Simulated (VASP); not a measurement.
# GaN (P6_3mc) in VASP: relaxation of cell and atoms with LAK

Aim: the relaxation of cell and atoms of GaN with LAK.

Program: VASP 6.6.1. These are calculated values, not measurements. Logs are shortened: lines on timing, memory, paths and dates and some standing lists are left out, and cuts for length are marked.

## (1) The crystal as given

The structure is hexagonal, space group P6_3mc (No. 186). Conventional cell: a = 3.180 Å, b = 3.180 Å, c = 5.166 Å, α = 90.00°, β = 90.00°, γ = 120.00°. Around Ga (site symmetry 3m) lie 4 N at 1.94 to 1.95 Å. Around N (site symmetry 3m) lie 4 Ga at 1.94 to 1.95 Å.

## (2) Relaxation of cell and atoms, LAK

INCAR

```
  ALGO = Normal
  EDIFF = 1E-6
  EDIFFG = -0.01
  ENCUT = 600
  IBRION = 2
  ISIF = 3
  ISMEAR = -1
  LASPH = True
  LCHARG = False
  LMIXTAU = True
  LREAL = False
  LWAVE = False
  METAGGA = LAK
  NELM = 60
  NSW = 60
  PREC = Accurate
  SIGMA = 0.05
```

KPOINTS

```
k-points
0
Gamma
  10 10 5
```

POSCAR

```
GaN
1.0
    3.1800000000      0.0000000000      0.0000000000
   -1.5900000000      2.7539607840      0.0000000000
    0.0000000000      0.0000000000      5.1660000000
Ga N
2 2
Direct
    0.6666666667      0.3333333333      0.5000000000
    0.3333333333      0.6666666667      0.0000000000
    0.6666666667      0.3333333333      0.8750000000
    0.3333333333      0.6666666667      0.3750000000
```

Potentials or basis: VASP PAW PBE potentials, release 64 (Ga_d, N).

Started as:

```bash
cat potpaw_PBE.64/Ga_d/POTCAR potpaw_PBE.64/N/POTCAR > POTCAR
mpirun -np 1 vasp_std > vasp.out
```

OUTCAR:

```text
EDIFF = 1E-6
   EDIFFG = -0.01
   ENCUT = 600
   IBRION = 2
   ISIF = 3
   ISMEAR = -1
   LASPH = True
   LREAL = False
   METAGGA = LAK
   NELM = 60
   NSW = 60
   PREC = Accurate

 ion  position               nearest neighbor table
   1  0.667  0.333  0.500-   3 1.94   4 1.95   4 1.95   4 1.95
   2  0.333  0.667  0.000-   4 1.94   3 1.95   3 1.95   3 1.95
   3  0.667  0.333  0.875-   1 1.94   2 1.95   2 1.95   2 1.95
   4  0.333  0.667  0.375-   2 1.94   1 1.95   1 1.95   1 1.95

  LATTYP: Found a hexagonal cell.
 ALAT       =     3.1800000000
 C/A-ratio  =     1.6245283019

  Lattice vectors:

 A1 = (   3.1800000000,   0.0000000000,   0.0000000000)
 A2 = (  -1.5900000000,   2.7539607840,   0.0000000000)
 A3 = (   0.0000000000,   0.0000000000,   5.1660000000)

Analysis of symmetry for initial positions (statically):
=====================================================================
 Subroutine PRICEL returns:
 Original cell was already a primitive cell.

 Routine SETGRP: Setting up the symmetry group for a
 hexagonal supercell.

 Subroutine GETGRP returns: Found 12 space group operations
 (whereof  6 operations were pure point group operations)
 out of a pool of 24 trial point group operations.

The static configuration has the point symmetry C_3v.
 The point group associated with its full space group is C_6v.

Analysis of symmetry for dynamics (positions and initial velocities):
=====================================================================
 Subroutine PRICEL returns:
 Original cell was already a primitive cell.

 Routine SETGRP: Setting up the symmetry group for a
 hexagonal supercell.

 Subroutine GETGRP returns: Found 12 space group operations
 (whereof  6 operations were pure point group operations)
 out of a pool of 24 trial point group operations.

The dynamic configuration has the point symmetry C_3v.
 The point group associated with its full space group is C_6v.

 Subroutine INISYM returns: Found 12 space group operations
 (whereof  6 operations are pure point group operations),
 and found     1 'primitive' translations

----------------------------------------------------------------------------------------

                                     Primitive cell

  volume of cell :      45.2417

  direct lattice vectors                    reciprocal lattice vectors
     3.180000000  0.000000000  0.000000000     0.314465409  0.181556688  0.000000000
    -1.590000000  2.753960784  0.000000000     0.000000000  0.363113377  0.000000000
     0.000000000  0.000000000  5.166000000     0.000000000  0.000000000  0.193573364

  length of vectors
     3.180000000  3.180000000  5.166000000     0.363113377  0.363113377  0.193573364

  position of ions in fractional coordinates (direct lattice)
     0.666666667  0.333333333  0.500000000
     0.333333333  0.666666667  0.000000000
     0.666666667  0.333333333  0.875000000
     0.333333333  0.666666667  0.375000000

  ion indices of the primitive-cell ions
   primitive index   ion index
                 1           1
                 2           2
                 3           3
                 4           4

----------------------------------------------------------------------------------------

 KPOINTS: k-points

Automatic generation of k-mesh.
 Grid dimensions read from file:
 generate k-points for:   10   10    5

 Generating k-lattice:

  Cartesian coordinates                     Fractional coordinates (reciprocal lattice)
     0.031446541  0.018155669  0.000000000     0.100000000 -0.000000000  0.000000000
     0.000000000  0.036311338  0.000000000     0.000000000  0.100000000  0.000000000
     0.000000000  0.000000000  0.038714673     0.000000000  0.000000000  0.200000000

  Length of vectors
     0.036311338  0.036311338  0.038714673

  Shift w.r.t. Gamma in fractional coordinates (k-lattice)
     0.000000000  0.000000000  0.000000000

 Subroutine IBZKPT returns following result:
 ===========================================

 Found     42 irreducible k-points:

 Following reciprocal coordinates:
            Coordinates               Weight
  0.000000  0.000000  0.000000      1.000000
  0.100000  0.000000  0.000000      6.000000
  0.200000  0.000000  0.000000      6.000000
  0.300000  0.000000  0.000000      6.000000
  0.400000 -0.000000  0.000000      6.000000
  0.500000  0.000000  0.000000      3.000000
[... 16 lines left out ...]
  0.300000  0.100000  0.200000     24.000000
  0.400000  0.100000  0.200000     24.000000
 [... further k-points ...]
   k-points           NKPTS =     42   k-points in BZ     NKDIM =     42   number of bands    NBANDS=     22
   number of dos      NEDOS =    301   number of ions     NIONS =      4
   total plane-waves  NPLWV =  32928
   dimension x,y,z NGX =    28 NGY =   28 NGZ =   42
   dimension x,y,z NGXF=    56 NGYF=   56 NGZF=   84
   ions per type =               2   2
   NGX,Y,Z   is equivalent  to a cutoff of  14.64, 14.64, 13.52 a.u.
   NGXF,Y,Z  is equivalent  to a cutoff of  29.28, 29.28, 27.03 a.u.
 SYSTEM =  unknown system
   PREC   = accura    normal or accurate (medium, high low for compatibility)
   ISTART =      0    job   : 0-new  1-cont  2-samecut
   ICHARG =      2    charge: 1-file 2-atom 10-const
   ISPIN  =      1    spin polarized calculation?
   LNONCOLLINEAR =      F non collinear calculations
   LSORBIT =      F    spin-orbit coupling
   LASPH  =      T    aspherical Exc in radial PAW
   ENCUT  =  600.0 eV  44.10 Ry    6.64 a.u.   6.35  6.35 10.32*2*pi/ulx,y,z
   NELM   =     60;   NELMIN=  2; NELMDL= -5     # of ELM steps
   EDIFF  = 0.1E-05   stopping-criterion for ELM
   LREAL  =      F    real-space projection
   EDIFFG = -.1E-01   stopping-criterion for IOM
   NSW    =     60    number of steps for IOM
   IBRION =      2    ionic relax: 0-MD 1-quasi-New 2-CG
   NFREE  =      1    steps in history (QN), initial steepest desc. (CG)
   ISIF   =      3    stress and relaxation
   ISYM   =      2    0-nonsym 1-usesym 2-fastsym
   POTIM  = 0.5000    time-step for ionic-motion
   TEBEG  =    0.0;   TEEND  =   0.0 temperature during run
   PSTRESS=    0.0 pullay stress
   NELECT =      36.0000    total number of electrons
   NUPDOWN=      -1.0000    fix difference up-down
   EMIN   =  10.00;   EMAX   =-10.00  energy-range for DOS
   EFERMI =   0.00;   METHOD = LEGACY
   ISMEAR =    -1;   SIGMA  =   0.05  broadening in eV -4-tet -1-fermi 0-gaus
   EFERMI_NEDOS =   21; number of points for ismear=-14 and -15
   IALGO  =     38    algorithm
   IMIX   =      4    mixing-type and parameters
     AMIX     =   0.40;   BMIX     =  1.00
     AMIX_MAG =   1.60;   BMIX_MAG =  1.00
  volume/ion in A,a.u.               =      11.31        76.33
  Fermi-wavevector in a.u.,A,eV,Ry     =   1.517036  2.866782 31.312427  2.301398
  Thomas-Fermi vector in A             =   2.626345
   LORBIT       =      0    0 simple, 1 ext, 2 COOP (PROOUT), +10 PAW based schemes
   METAGGA = LAK    functional components
   LHFCALC =     F    Hartree Fock is set to
   AEXX    =    0.0000 exact exchange contribution
   IVDW    =     0    specifies the selected vdW correction
   LEPSILON=     F    determine dielectric tensor
   LRPA    =     F    only Hartree local field effects (RPA)
 conjugate gradient relaxation of ions
 non-spin polarized calculation
  energy-cutoff  :      600.00
  volume of cell :       45.24
 maximum number of plane-waves:      1524
 NGX is ok and might be reduce to    28
   NGX = 13   NGY = 13   NGZ = 21

--------------------------------------- Ionic step        1  -------------------------------------------

 number of electron      35.9999995 magnetization

 Free energy of the ion-electron system (eV)
  ---------------------------------------------------
  ext. energy  EPLUGINS =         0.00000000
  ---------------------------------------------------
  free energy    TOTEN  =         7.73586944 eV

  energy without entropy =        7.73586944  energy(sigma->0) =        7.73586944

------------------------ aborting loop because EDIFF is reached ----------------------------------------

  FORCE on cell =-STRESS in cart. coord.  units (eV):
  Direction    XX          YY          ZZ          XY          YZ          ZX
  --------------------------------------------------------------------------------------
  -------------------------------------------------------------------------------------
  Total        2.2071640      2.2071640      2.6650994      0.0000000      0.0000000      0.0000000
  in kB       78.1638438     78.1638438     94.3810332      0.0000000      0.0000000      0.0000000
  external PRESSURE =      83.5695736 kB  Pullay stress =       0.0000000 kB
[... 289 lines left out ...]
  energy  without entropy=        7.6816209597  energy(sigma->0) =        7.68162096

--------------------------------------- Ionic step        9  -------------------------------------------

 number of electron      36.0000002 magnetization

 Free energy of the ion-electron system (eV)
  ---------------------------------------------------
  ext. energy  EPLUGINS =         0.00000000
  ---------------------------------------------------
  free energy    TOTEN  =         7.68162640 eV

  energy without entropy =        7.68162640  energy(sigma->0) =        7.68162640

 E-fermi :   5.9334     XC(G=0): -12.2234

 val. band max:        4.9630038962   @ k =   0.0000   0.0000   0.0000
 cond. band min:       7.4543564660   @ k =   0.0000   0.0000   0.0000
 fundamental gap:      2.4913525698
 Fermi energy:         5.9334218829

 k-point     1 :       0.0000    0.0000    0.0000
  band No.  band energies     occupation
      1     -11.7716      2.00000
      2     -10.8778      2.00000
      3      -8.7952      2.00000
      4      -8.7804      2.00000
      5      -8.7804      2.00000
      6      -8.7168      2.00000
[... 574 lines left out ...]
      6      -8.5581      2.00000
[... 14 lines left out ...]
     21      12.9670      0.00000
     22      13.8563      0.00000

 [... further k-points ...]

------------------------ aborting loop because EDIFF is reached ----------------------------------------

  FORCE on cell =-STRESS in cart. coord.  units (eV):
  Direction    XX          YY          ZZ          XY          YZ          ZX
  --------------------------------------------------------------------------------------
  -------------------------------------------------------------------------------------
  Total       -0.0283023     -0.0283023     -0.0154583     -0.0000000      0.0000000      0.0000000
  in kB       -0.9611863     -0.9611863     -0.5249860     -0.0000000      0.0000000      0.0000000
  external PRESSURE =      -0.8157862 kB  Pullay stress =       0.0000000 kB
[... 19 lines left out ...]
  FREE ENERGIE OF THE ION-ELECTRON SYSTEM (eV)
  ---------------------------------------------------
  free  energy   TOTEN  =         7.6816264001 eV

  energy  without entropy=        7.6816264002  energy(sigma->0) =        7.68162640

 reached required accuracy - stopping structural energy minimisation
```

Run time: 16 min. Hardware: 1 thread of Intel Xeon Platinum 8488C (Sapphire Rapids), shared host; peak memory 0.22 GiB.

What came out:

```yaml
Free_energy: 7.6816 eV
Relaxed_volume: 11.79 Å³/atom
Relaxed_cell: a = 3.223 Å, b = 3.223 Å, c = 5.244 Å, α = 90.00°, β = 90.00°, γ = 120.00°
Space_group_after_relaxing_to_0.05_Å: P6_3mc (No. 186)
Energy_gained_by_relaxing: 13.6 meV/atom
Ionic_steps: 9
Pressure_after_relaxing: -0.1 GPa
Band_gap_on_the_k_mesh: 2.49 eV, direct
```

The path:
```csv
step,energy change (eV),largest force (eV/Å),pressure (GPa),volume (Å³)
1,0.0000,0.1579,8.36,45.24
2,-0.0052,0.0506,-7.37,49.22
3,-0.0542,0.0127,-0.40,47.25
4,-0.0542,0.0185,-0.02,47.15
5,-0.0541,0.0209,0.14,47.12
6,-0.0541,0.0065,0.15,47.11
7,-0.0541,0.0004,0.15,47.11
8,-0.0542,0.0010,-0.16,47.18
9,-0.0542,0.0011,-0.08,47.18
```

Final structure:
```
CELL_PARAMETERS angstrom
3.22290 0.00000 0.00000
-1.61145 2.79112 0.00000
0.00000 0.00000 5.24444
ATOMIC_POSITIONS crystal
Ga 0.66667 0.33333 0.49905
Ga 0.33333 0.66667 0.99905
N 0.66667 0.33333 0.87595
N 0.33333 0.66667 0.37595
```

Caveat: the PAW data sets were made with another functional, which shifts forces and pressure a little. Zero-point motion and thermal expansion aren't in these numbers.

## (3) The reference run

An earlier run on the cell as given: functional PBEsol; potentials or basis VASP PAW PBE potentials, release 64 (Ga_d, N); cutoff 520 eV; k mesh 10 × 10 × 5; occupations fermi-dirac, width 0.05 eV; no spin polarisation.

- Pressure: 0.8 GPa
- Largest force: 0.131 eV/Å
- Band gap on the k mesh: 1.93 eV, direct
